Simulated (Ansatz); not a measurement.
# Ni, Ni26 defect cell: relaxing cell and atoms, single point and relaxing the atoms, part 2 of 2

The task, for Ni, Ni26 defect cell: 4 runs in a chain (relaxing cell and atoms, single point and relaxing the atoms).

Ansatz 0.2.0; DFT PBE, scalar-relativistic, plane waves, PAW. Earlier steps stand in the parts before.

### Step 5. Relaxing the atoms

It takes the final geometry of step 3: 1 atom is removed; 1 atom is set at new places.

input.yaml reads:

```yaml
crystal:
  lattice:
    - [0.0, 5.275831281, 5.275831281]
    - [5.275831281, 0.0, 5.275831281]
    - [5.275831281, 5.275831281, 0.0]
  atoms:
    - { symbol: Ni, position: [0.0, 0.0, 0.1666666666], spin: 0.65 }
    - { symbol: Ni, position: [0.0, 0.0, 0.6666666667], spin: 0.65 }
    - { symbol: Ni, position: [0.0, 0.3333333333, 0.0], spin: 0.65 }
    - { symbol: Ni, position: [0.0, 0.3333333333, 0.3333333333], spin: 0.65 }
    - { symbol: Ni, position: [0.0, 0.3333333333, 0.6666666667], spin: 0.65 }
    - { symbol: Ni, position: [0.0, 0.6666666667, 0.0], spin: 0.65 }
    - { symbol: Ni, position: [0.0, 0.6666666667, 0.3333333333], spin: 0.65 }
    - { symbol: Ni, position: [0.0, 0.6666666667, 0.6666666667], spin: 0.65 }
    - { symbol: Ni, position: [0.3333333333, 0.0, 0.0], spin: 0.65 }
    - { symbol: Ni, position: [0.3333333333, 0.0, 0.3333333333], spin: 0.65 }
    - { symbol: Ni, position: [0.3333333333, 0.0, 0.6666666667], spin: 0.65 }
    - { symbol: Ni, position: [0.3333333333, 0.3333333333, 0.0], spin: 0.65 }
    - { symbol: Ni, position: [0.3333333333, 0.3333333333, 0.3333333333], spin: 0.65 }
    - { symbol: Ni, position: [0.3333333333, 0.3333333333, 0.6666666667], spin: 0.65 }
    - { symbol: Ni, position: [0.3333333333, 0.6666666667, 0.0], spin: 0.65 }
    - { symbol: Ni, position: [0.3333333333, 0.6666666667, 0.3333333333], spin: 0.65 }
    - { symbol: Ni, position: [0.3333333333, 0.6666666667, 0.6666666667], spin: 0.65 }
    - { symbol: Ni, position: [0.6666666667, 0.0, 0.0], spin: 0.65 }
    - { symbol: Ni, position: [0.6666666667, 0.0, 0.3333333333], spin: 0.65 }
    - { symbol: Ni, position: [0.6666666667, 0.0, 0.6666666667], spin: 0.65 }
    - { symbol: Ni, position: [0.6666666667, 0.3333333333, 0.0], spin: 0.65 }
    - { symbol: Ni, position: [0.6666666667, 0.3333333333, 0.3333333333], spin: 0.65 }
    - { symbol: Ni, position: [0.6666666667, 0.3333333333, 0.6666666667], spin: 0.65 }
    - { symbol: Ni, position: [0.6666666667, 0.6666666667, 0.0], spin: 0.65 }
    - { symbol: Ni, position: [0.6666666667, 0.6666666667, 0.3333333333], spin: 0.65 }
    - { symbol: Ni, position: [0.6666666667, 0.6666666667, 0.6666666667], spin: 0.65 }
magnetization:
  spin_polarized: true
scf:
  occupations: { method: methfessel_paxton, width: 0.1 }
output:
  forces: true
  stress: false
  eigenvalues: true
  populations: true
hamiltonian:
  xc: pbe
kpoints:
  mp_grid: { grid: [4, 4, 4] }
relax:
  f_tol: 0.02
  adjacent_minimum: "off"
  escape_saddle: false
```

Launch:

```console
$ ansatz run input.yaml --threads 8 --pin off --max-ram 24576MiB --backend cpu --events-out ev --progress --plain --runs-dir out
```

The log of the run:

```text
Warning: RAYON_NUM_THREADS=8 ignored (pool sized by the plan → 8); use --threads N
Engine: ansatz 0.2.0, x86_64-unknown-linux-gnu
Pseudopotentials: kind: paw
Pseudopotential: Ni, paw, valence charge 18, recommended cutoff 420 eV (normal), Ni.paw.azcp
Functional definition: PBE
  parameter kappa = 0.804
  parameter beta = 0.06672455060314922
  exchange = pbe_x(kappa = kappa, mu = beta*pi^2/3)
  correlation = pbe_c(beta = beta)
Crystal: 26 atoms, lattice volume = 293.699 Å³
Basis set: ecut = 420 eV, 5769 PW (Γ), exchange–correlation on 100×100×100 points (8 copies of the dense FFT grid, shifted against one another)
Bands: 291, of which v1, the nominal top of the filled ones, is band 234 counted from 1 (233 counted from 0)
Symmetry: 8 space group operations
Space group: Immm (ITA 71), of the structure as read, at distance tolerance 6.6e-5 Å
Magnetic group: BNS 71.533 (UNI 631), of the structure as read, at distance tolerance 6.6e-5 Å
k-points: 18 of 64
Non-local potential: Ni, projectors of the file, l = 0: 3, l = 1: 2, l = 2: 3, l = 3: 1
PAW form: soft (Blöchl's): semilocal exchange-correlation on the pseudo side does not see the compensation charge
PAW one-centre angular grid: Ni, 590 points (default); XC on 64 Gauss nodes
Initial density: superposition of atomic densities (chi_scale 0.1, normalization cell)
Starting moments: Σ|m| = 16.9 μB on 26 of 26 sites
Initial wavefunctions: pseudopotential atomic-orbital guess
Functional: x = pbe(κ = 0.804, μ = 0.2195149727645171), c = pbe(β = 0.06672455060314922)
iter 1 solved again at ethr=2.25e-3 eV; its pass at ethr=3.10e-3 eV (dr2=1.05e1 eV) is discarded
SCF iter   1: F=—  HF=-151807.295580 eV  |F-HF|=—  |Δ(HF+E_count)|=         —  Δρ=6.74e-2 (↑1.50e-2 ↓6.74e-2)  dr2=1.05e1  dr2_m=2.39e0  M=18.959 μB ∫|m|=19.798 μB  β_m=0.30  ethr=2.25e-3  ⟨swp⟩=2.0  Hψ=43595  notcnv=0
Mixer restart at iter 1: flushing history
preconditioner: auto → Kerker (q_TF=auto, 2.949 Å⁻¹)  [metal: Δε(μ)=0.002 eV  Ē_g=7.889 eV  σ=0.100 eV  W_gap=0.01  n_scr=136 (ndim 8)  ℏωp=34.9 eV  f_vac=0.000  D(μ)=46.77/eV (n_scr^D=748)]
spin=Collinear: Kerker preconditioning applied to the charge; magnetization (m = ρ↑ − ρ↓) channel mixes plain (no charge-response kernel on spin).
SCF iter   2: F=—  HF=-151807.746960 eV  |F-HF|=—  |Δ(HF+E_count)|=   4.51e-1  Δρ=3.19e-2 (↑3.19e-2 ↓2.12e-2)  dr2=1.13e0  dr2_m=1.47e0  M=18.939 μB ∫|m|=20.108 μB  β_m=0.33  ethr=2.25e-3  ⟨swp⟩=2.2  Hψ=16477  notcnv=0
SCF iter   3: F=—  HF=-151816.688632 eV  |F-HF|=—  |Δ(HF+E_count)|=    8.94e0  Δρ=2.88e-2 (↑2.88e-2 ↓1.16e-2)  dr2=1.38e0  dr2_m=7.77e-1  M=18.868 μB ∫|m|=20.333 μB  β_m=0.39  ethr=2.42e-4  ⟨swp⟩=2.4  Hψ=16595  notcnv=0  defer=1479
SCF iter   4: F=—  HF=-151826.058777 eV  |F-HF|=—  |Δ(HF+E_count)|=    9.37e0  Δρ=1.90e-2 (↑1.90e-2 ↓8.70e-3)  dr2=1.48e0  dr2_m=1.72e-1  M=18.555 μB ∫|m|=20.475 μB  β_m=0.67  ethr=2.42e-4  ⟨swp⟩=2.1  Hψ=15923  notcnv=0  defer=1479
SCF iter   5: F=—  HF=-151829.758417 eV  |F-HF|=—  |Δ(HF+E_count)|=    3.70e0  Δρ=1.27e-2 (↑1.03e-2 ↓1.27e-2)  dr2=1.02e0  dr2_m=7.71e-3  M=18.066 μB ∫|m|=20.435 μB  β_m=0.52  ethr=2.42e-4  ⟨swp⟩=2.1  Hψ=18079  notcnv=0  defer=1493
SCF iter   6: F=—  HF=-151829.665730 eV  |F-HF|=—  |Δ(HF+E_count)|=   9.27e-2  Δρ=2.20e-3 (↑1.95e-3 ↓2.20e-3)  dr2=1.15e-1  dr2_m=9.04e-4  M=18.038 μB ∫|m|=20.428 μB  β_m=0.76  ethr=2.17e-4  ⟨swp⟩=2.1  Hψ=19348  notcnv=0  defer=1493
SCF iter   7: F=—  HF=-151829.688205 eV  |F-HF|=—  |Δ(HF+E_count)|=         —  Δρ=2.74e-3 (↑2.74e-3 ↓2.29e-3)  dr2=2.59e-2  dr2_m=7.77e-3  M=17.845 μB ∫|m|=20.322 μB  β_m=0.76  ethr=2.45e-5  ⟨swp⟩=2.0  Hψ=15211  notcnv=0  defer=1493
Mixer restart at iter 7: flushing history
SCF iter   8: F=—  HF=-151829.698724 eV  |F-HF|=—  |Δ(HF+E_count)|=   1.05e-2  Δρ=2.11e-3 (↑1.36e-3 ↓2.11e-3)  dr2=2.12e-2  dr2_m=1.07e-3  M=17.825 μB ∫|m|=20.284 μB  β_m=0.67  ethr=5.53e-6  ⟨swp⟩=2.0  Hψ=19918  notcnv=0  defer=1494
SCF iter   9: F=—  HF=-151829.693444 eV  |F-HF|=—  |Δ(HF+E_count)|=   5.28e-3  Δρ=1.78e-3 (↑1.03e-3 ↓1.78e-3)  dr2=1.31e-2  dr2_m=1.36e-3  M=17.856 μB ∫|m|=20.314 μB  β_m=0.62  ethr=4.52e-6  ⟨swp⟩=2.0  Hψ=18862  notcnv=0  defer=1493
SCF iter  10: F=—  HF=-151829.693242 eV  |F-HF|=—  |Δ(HF+E_count)|=   2.03e-4  Δρ=7.77e-4 (↑7.77e-4 ↓7.59e-4)  dr2=3.80e-3  dr2_m=9.41e-5  M=17.861 μB ∫|m|=20.315 μB  β_m=0.51  ethr=2.80e-6  ⟨swp⟩=2.2  Hψ=13574  notcnv=0  defer=1493
SCF iter  11: F=—  HF=-151829.692380 eV  |F-HF|=—  |Δ(HF+E_count)|=   8.62e-4  Δρ=2.04e-4 (↑1.45e-4 ↓2.04e-4)  dr2=4.43e-4  dr2_m=2.22e-5  M=17.853 μB ∫|m|=20.303 μB  β_m=0.68  ethr=8.13e-7  ⟨swp⟩=2.0  Hψ=15021  notcnv=0  defer=1493
SCF iter  12: F=—  HF=-151829.692373 eV  |F-HF|=—  |Δ(HF+E_count)|=   7.40e-6  Δρ=1.61e-4 (↑7.93e-5 ↓1.61e-4)  dr2=2.12e-4  dr2_m=9.73e-6  M=17.851 μB ∫|m|=20.300 μB  β_m=0.76  ethr=9.46e-8  ⟨swp⟩=2.1  Hψ=14605  notcnv=0  defer=1493
SCF iter  13: F=—  HF=-151829.587920 eV  |F-HF|=—  |Δ(HF+E_count)|=         —  Δρ=2.01e-3 (↑9.02e-4 ↓2.01e-3)  dr2=9.67e-3  dr2_m=4.33e-3  M=18.017 μB ∫|m|=20.456 μB  β_m=0.76  ethr=4.53e-8  ⟨swp⟩=2.0  Hψ=18039  notcnv=0  defer=1493
Mixer restart at iter 13: flushing history
iteration 13: the input's own smearing fills from here on; a Gaussian of 0.1 eV has filled iterations ahead of it
SCF iter  14: F=—  HF=-151829.601926 eV  |F-HF|=—  |Δ(HF+E_count)|=   1.40e-2  S|Δr|=    0.00e0  Δρ=1.07e-2 (↑2.25e-3 ↓1.07e-2)  dr2=4.76e-1  dr2_m=5.07e-2  M=18.024 μB ∫|m|=20.477 μB  β_m=0.20  ethr=4.53e-8  ⟨swp⟩=3.0  Hψ=26209  notcnv=0  defer=1493  recentre
SCF iter  15: F=—  HF=-151829.588480 eV  |F-HF|=—  |Δ(HF+E_count)|=   1.34e-2  S|Δr|=    0.00e0  Δρ=2.80e-3 (↑8.56e-4 ↓2.80e-3)  dr2=2.65e-2  dr2_m=5.77e-3  M=18.029 μB ∫|m|=20.472 μB  β_m=0.09  ethr=4.53e-8  ⟨swp⟩=3.1  Hψ=27316  notcnv=0  defer=1493
SCF iter  16: F=—  HF=-151829.588207 eV  |F-HF|=—  |Δ(HF+E_count)|=   2.74e-4  S|Δr|=    0.00e0  Δρ=1.51e-3 (↑7.31e-4 ↓1.51e-3)  dr2=6.09e-3  dr2_m=2.09e-3  M=18.033 μB ∫|m|=20.481 μB  β_m=0.07  ethr=4.53e-8  ⟨swp⟩=2.1  Hψ=17952  notcnv=0  defer=1493
SCF iter  17: F=—  HF=-151829.588178 eV  |F-HF|=—  |Δ(HF+E_count)|=   2.90e-5  S|Δr|=    0.00e0  Δρ=5.59e-4 (↑4.85e-4 ↓5.59e-4)  dr2=1.37e-4  dr2_m=6.64e-4  M=18.051 μB ∫|m|=20.505 μB  β_m=0.22  ethr=4.53e-8  ⟨swp⟩=2.0  Hψ=17178  notcnv=0  defer=1493
SCF iter  18: F=—  HF=-151829.588350 eV  |F-HF|=—  |Δ(HF+E_count)|=   1.72e-4  S|Δr|=    0.00e0  Δρ=2.66e-4 (↑8.51e-5 ↓2.66e-4)  dr2=1.42e-4  dr2_m=4.51e-5  M=18.084 μB ∫|m|=20.553 μB  β_m=0.30  ethr=2.92e-8  ⟨swp⟩=2.0  Hψ=17284  notcnv=0  defer=1493
SCF iter  19: F=—  HF=-151829.588357 eV  |F-HF|=—  |Δ(HF+E_count)|=   7.33e-6  S|Δr|=    0.00e0  Δρ=3.07e-4 (↑7.83e-5 ↓3.07e-4)  dr2=2.93e-4  dr2_m=4.65e-5  M=18.085 μB ∫|m|=20.556 μB  β_m=0.27  ethr=2.92e-8  ⟨swp⟩=2.0  Hψ=12905  notcnv=0  defer=1493
SCF iter  20: F=—  HF=-151829.588349 eV  |F-HF|=—  |Δ(HF+E_count)|=   7.98e-6  S|Δr|=    0.00e0  Δρ=1.05e-4 (↑2.93e-5 ↓1.05e-4)  dr2=3.39e-5  dr2_m=7.07e-6  M=18.086 μB ∫|m|=20.559 μB  β_m=0.31  ethr=2.92e-8  ⟨swp⟩=1.8  Hψ=10664  notcnv=0  defer=1493
SCF iter  21: F=—  HF=-151829.588351 eV  |F-HF|=—  |Δ(HF+E_count)|=   2.10e-6  S|Δr|=    0.00e0  Δρ=1.12e-4 (↑3.07e-5 ↓1.12e-4)  dr2=5.24e-5  dr2_m=5.58e-6  M=18.087 μB ∫|m|=20.561 μB  β_m=0.24  ethr=7.25e-9  ⟨swp⟩=1.9  Hψ=11180  notcnv=0  defer=1493
SCF iter  22: F=-151829.588350 eV  HF=-151829.588350 eV  |F-HF|=2.03e-7  |Δ(HF+E_count)|=   1.33e-6  S|Δr|=    0.00e0  Δρ=2.74e-5 (↑1.53e-5 ↓2.74e-5)  dr2=1.44e-6  dr2_m=7.03e-7  M=18.087 μB ∫|m|=20.562 μB  ethr=2.14e-9  ⟨swp⟩=8.1  Hψ=47898  notcnv=0
SCF 1 converged in 22 iterations: F = -151829.588350 eV  dr2 = 1.44e-6
relax step   1: F+E_penalty+E_count = -151829.58834953 eV  Δ(F+E_penalty+E_count) = +0.000e0 eV  max|allowed force component| = 1.428e0 eV/Å  Δτ_max = 0.0000 Å  (22 SCF iters, dr2 threshold 1.00e-5 eV, accepted)
[... 20 lines left out ...]
relax step   2: F+E_penalty+E_count = -151829.93327314 eV  Δ(F+E_penalty+E_count) = -3.449e-1 eV  max|allowed force component| = 8.968e-1 eV/Å  Δτ_max = 0.0515 Å  (13 SCF iters, dr2 threshold 1.00e-4 eV, accepted)
[... 39 lines left out ...]
relax step   4: F+E_penalty+E_count = -151830.26252862 eV  Δ(F+E_penalty+E_count) = -1.840e-2 eV  max|allowed force component| = 1.001e-2 eV/Å  Δτ_max = 0.0406 Å  (15 SCF iters, dr2 threshold 1.59e-6 eV, accepted)
[... 11 lines left out ...]
relax step   5: F+E_penalty+E_count = -151830.26252973 eV  Δ(F+E_penalty+E_count) = -1.109e-6 eV  max|allowed force component| = 1.001e-2 eV/Å  Δτ_max = 0.0000 Å  (7 SCF iters, accepted)
SCF converged after 7 iterations
Stability not checked: this state was not tested for a lower state beside it, because cold or Methfessel-Paxton smearing, or corrected tetrahedra, fill the levels in a way that the test cannot read (fill_not_monotonic; see scf.lower_state_search)
Magnetization: 18.1560 μB (243.0780 up, 224.9220 down)
Absolute magnetization: 20.6583 μB (∫|ρ↑−ρ↓|, with the PAW one-centre terms)
Spin contamination: 0.2231 ħ² per cell (⟨S²⟩ above its minimum at these occupations)
Per-site moments (μB) at R_I (Å): [(0.8218128226050294, 0.9543522113248656), (0.7640823982227977, 1.0128902267269508), (0.7610468088121045, 0.9543522113248656), (0.7357611269690316, 0.9927091851489525), (0.7357611269690316, 0.9927091851489519), (0.735761126969031, 0.9927091851489521), (0.7610468088121047, 0.9543522113248664), (0.7357611269690314, 0.9927091851489508), (0.761046808812105, 0.9543522113248656), (0.7357611269690315, 0.9927091851489525), (0.7357611269690315, 0.9927091851489519), (0.7204416691707949, 1.0114337583169646), (0.7039536842717846, 1.0101998164158927), (0.7204416691707942, 1.011433758316965), (0.7590441711004072, 0.9868365219816515), (0.7590441711004077, 0.9868365219816515), (0.7218285353090081, 1.0144083240164647), (0.7357611269690306, 0.9927091851489521), (0.7610468088121052, 0.9543522113248664), (0.7357611269690318, 0.9927091851489508), (0.7590441711004078, 0.9868365219816515), (0.7590441711004077, 0.9868365219816515), (0.7218285353090079, 1.0144083240164647), (0.703953684271784, 1.0101998164158927), (0.7204416691707944, 1.0114337583169646), (0.7204416691707939, 1.0114337583169655)]
Free energy (F): -151830.262530 eV
Harris-Foulkes:  -151830.262530 eV  (|F-HF|=1.29e-8)
Internal energy: -151830.277340 eV  (E = F + TS)
E sigma→0 (E₀):  -151830.266232 eV
Entropy (-TS):   0.014810 eV (0.570 meV/atom)
Fermi energy:    17.330574 eV
--- Per-component energies (eV) ---
  E_band       = -7768.494938
  E_kinetic    = 7327.168493
  E_local      = -92242.638057  (includes V_loc(G=0)·N_el)
  E_nonlocal   = 16531.929525
  E_hartree    = 38555.973526
  E_xc         = -2199.071526
  E_vxc        = -2835.248443  (∫ρ·V_xc dr)
  E_paw        = -42376.618306  (= ΣΔE_a)
  E_vpaw       = -13661.667028  (= ΣTr[D̂ρ^β])
  E_aug_tail   = 0.013975  (compensation charges beyond the density's cutoff)
  E_ewald      = -77427.034969
  E_smearing   = 0.014810  (= −TS)
  E_closure    = 0.000000  (closes the sum)
  Σ components = -151830.262530   (vs F -151830.262530, Δ=0.00e0)
--- Forces (eV/Å), atoms counted from 1 ---
  atom   1  Ni    -0.00000000    -0.00000000     0.00000000
  atom   2  Ni    -0.00000000    -0.00000000     0.00000000
  atom   3  Ni     0.01000991    -0.01000991     0.00911027
  atom   4  Ni     0.00744586    -0.00410518     0.00379779
  atom   5  Ni     0.00410518    -0.00744586     0.00379779
  atom   6  Ni    -0.00744586     0.00410518    -0.00379779
  atom   7  Ni    -0.01000991     0.01000991    -0.00911027
  atom   8  Ni    -0.00410518     0.00744586    -0.00379779
  atom   9  Ni    -0.01000991     0.01000991     0.00911027
  atom  10  Ni    -0.00410518     0.00744586     0.00379779
  atom  11  Ni    -0.00744586     0.00410518     0.00379779
  atom  12  Ni    -0.00055595    -0.00055595     0.00631613
  atom  13  Ni     0.00000000     0.00000000     0.00197760
  atom  14  Ni     0.00055595     0.00055595     0.00631613
  atom  15  Ni    -0.00749636     0.00678723    -0.00000000
  atom  16  Ni    -0.00678723     0.00749636     0.00000000
  atom  17  Ni    -0.00464678     0.00464678     0.00000000
  atom  18  Ni     0.00410518    -0.00744586    -0.00379779
  atom  19  Ni     0.01000991    -0.01000991    -0.00911027
  atom  20  Ni     0.00744586    -0.00410518    -0.00379779
  atom  21  Ni     0.00678723    -0.00749636     0.00000000
  atom  22  Ni     0.00749636    -0.00678723     0.00000000
  atom  23  Ni     0.00464678    -0.00464678     0.00000000
  atom  24  Ni     0.00000000    -0.00000000    -0.00197760
  atom  25  Ni     0.00055595     0.00055595    -0.00631613
  atom  26  Ni    -0.00055595    -0.00055595    -0.00631613
  max |Σ_I F_I| component: 7.16e-18 eV/Å
--- Band table (eV; the first three rows and the last of 36) ---
[... 4 lines left out ...]
--- Relaxed structure (5 steps of the walk, 5 accepted, 0 SCFs on fresh bases) ---
  F+E_penalty+E_count = -151830.26252973 eV   max|allowed force component| = 1.001e-2 eV/Å
  atoms:
    - { symbol: Ni, position: [-1.8969560474299342e-20, -1.8969560474299342e-20, 0.16666666666666669] }
    - { symbol: Ni, position: [-1.8969560474298174e-20, -1.8969560474298174e-20, 0.6666666666666667] }
    - { symbol: Ni, position: [0.009931357511163114, 0.3546208276612267, -0.01560942591952827] }
    - { symbol: Ni, position: [0.0007615264288604873, 0.32330792048006207, 0.3320353569258586] }
    - { symbol: Ni, position: [0.0007615264288605705, 0.323307920480062, 0.6772285294985523] }
    - { symbol: Ni, position: [-0.0007615264288605705, 0.676692079519938, 0.0012979764074746991] }
    - { symbol: Ni, position: [-0.009931357511163086, 0.6453791723387732, 0.34894275925286145] }
    - { symbol: Ni, position: [-0.000761526428860626, 0.6766920795199381, 0.6561048038347813] }
    - { symbol: Ni, position: [0.3546208276612267, 0.009931357511163114, -0.01560942591952827] }
    - { symbol: Ni, position: [0.32330792048006207, 0.0007615264288604873, 0.3320353569258586] }
    - { symbol: Ni, position: [0.323307920480062, 0.0007615264288605705, 0.6772285294985523] }
    - { symbol: Ni, position: [0.3389553074733472, 0.3389553074733472, -0.0007472613409210682] }
    - { symbol: Ni, position: [0.3314451523405007, 0.3314451523405007, 0.3352215143261659] }
    - { symbol: Ni, position: [0.3389553074733472, 0.3389553074733472, 0.65616997972756] }
    - { symbol: Ni, position: [0.3223179324614458, 0.6776820675385542, 0.006347528672868918] }
    - { symbol: Ni, position: [0.32231793246144574, 0.6776820675385542, 0.32698580466046456] }
    - { symbol: Ni, position: [0.32959677607691257, 0.6704032239230875, 0.6666666666666667] }
    - { symbol: Ni, position: [0.676692079519938, -0.0007615264288605705, 0.0012979764074746991] }
    - { symbol: Ni, position: [0.6453791723387732, -0.009931357511163086, 0.34894275925286145] }
    - { symbol: Ni, position: [0.6766920795199381, -0.000761526428860626, 0.6561048038347813] }
    - { symbol: Ni, position: [0.6776820675385542, 0.3223179324614458, 0.006347528672868918] }
    - { symbol: Ni, position: [0.6776820675385542, 0.32231793246144574, 0.32698580466046456] }
    - { symbol: Ni, position: [0.6704032239230875, 0.32959677607691257, 0.6666666666666667] }
    - { symbol: Ni, position: [0.6685548476594994, 0.6685548476594994, -0.001888180992832611] }
    - { symbol: Ni, position: [0.6610446925266529, 0.6610446925266529, 0.33408059467425455] }
    - { symbol: Ni, position: [0.6610446925266529, 0.6610446925266529, 0.6771633536057733] }
--- Löwdin populations: 26 sites ---
  site symbol       q [e]    m [muB]
     0     Ni     17.7433     0.8182
     1     Ni     17.7774     0.7581
     2     Ni     17.7816     0.7487
     3     Ni     17.7821     0.7245
     4     Ni     17.7821     0.7245
     5     Ni     17.7821     0.7245
     6     Ni     17.7816     0.7487
     7     Ni     17.7821     0.7245
     8     Ni     17.7816     0.7487
     9     Ni     17.7821     0.7245
    10     Ni     17.7821     0.7245
    11     Ni     17.7903     0.7088
    12     Ni     17.7880     0.6934
    13     Ni     17.7903     0.7088
    14     Ni     17.7842     0.7460
    15     Ni     17.7842     0.7460
    16     Ni     17.7991     0.7121
    17     Ni     17.7821     0.7245
    18     Ni     17.7816     0.7487
    19     Ni     17.7821     0.7245
    20     Ni     17.7842     0.7460
    21     Ni     17.7842     0.7460
    22     Ni     17.7991     0.7121
    23     Ni     17.7880     0.6934
    24     Ni     17.7903     0.7088
    25     Ni     17.7903     0.7088
  spilling = 0.012017 (of n_electrons = 468.000000)
```

Wall time 8.4 min (8 threads of Intel Xeon at 2.50GHz (Skylake/Cascade Lake), shared host); peak memory 4.6 GiB.

The steps of the relaxation:

```
step  E - E(step 1) (eV/cell)  largest force component (eV/Å)
   1                   0.0000                          1.4284
   2                  -0.3449                          0.8968
   3                  -0.6558                          0.1595
   4                  -0.6742                          0.0100
   5                  -0.6742                          0.0100
```

Step 1 is the start.

Per atom:

```csv
atom,moment in the atom's sphere (μB),Löwdin electrons
Ni1,0.82,17.74
Ni2,0.76,17.78
Ni3,0.76,17.78
Ni4,0.74,17.78
Ni5,0.74,17.78
Ni6,0.74,17.78
Ni7,0.76,17.78
Ni8,0.74,17.78
Ni9,0.76,17.78
Ni10,0.74,17.78
Ni11,0.74,17.78
Ni12,0.72,17.79
Ni13,0.70,17.79
Ni14,0.72,17.79
Ni15,0.76,17.78
Ni16,0.76,17.78
Ni17,0.72,17.80
Ni18,0.74,17.78
Ni19,0.76,17.78
Ni20,0.74,17.78
Ni21,0.76,17.78
Ni22,0.76,17.78
Ni23,0.72,17.80
Ni24,0.70,17.79
Ni25,0.72,17.79
Ni26,0.72,17.79
```

The Löwdin counts miss 5.62 of the 468 electrons, which the atomic orbitals do not span, so they are no charges.

### Step 6. The runs side by side

The summary covers parts 1 to 2.

```
step            system  set    k mesh  energy above the lowest (eV)  gap on the mesh (eV)  moment (μB/cell)  largest site moment (μB)     time
   2                Ni    A  18×18×18                           n/a                  0.00              0.62                      0.66    8.9 s
   3                Ni    B     4×4×4                           n/a                  0.00             18.96                      0.74     64 s
   4  Ni26 defect cell    C     4×4×4                         0.000                  0.00             18.28                      0.77  2.6 min
   5  Ni26 defect cell    C     4×4×4                         0.922                  0.00             18.16                      0.82  8.4 min
```

Energies compare only among runs of one formula, size, charge, level and basis; each such set counts from its lowest member. The letters name the sets, whose settings differ as the inputs show.

| quantity | value |
| --- | --- |
| relaxed cell, step 2 (conventional) | a = 3.517 Å, b = 3.517 Å, c = 3.517 Å, α = 90.00°, β = 90.00°, γ = 90.00° |

In words: A measured lattice constant a of Ni is 3.524 Å (300 K; quoted in “Multiple origins of extra electron diffractions in fcc metals”, 2023, arxiv:2311.10326); the calculated 3.517 Å misses it by -0.2 %. That is the cell relaxed with PBE, without thermal expansion or zero-point motion. The magnetic state reached may not be the lowest one.
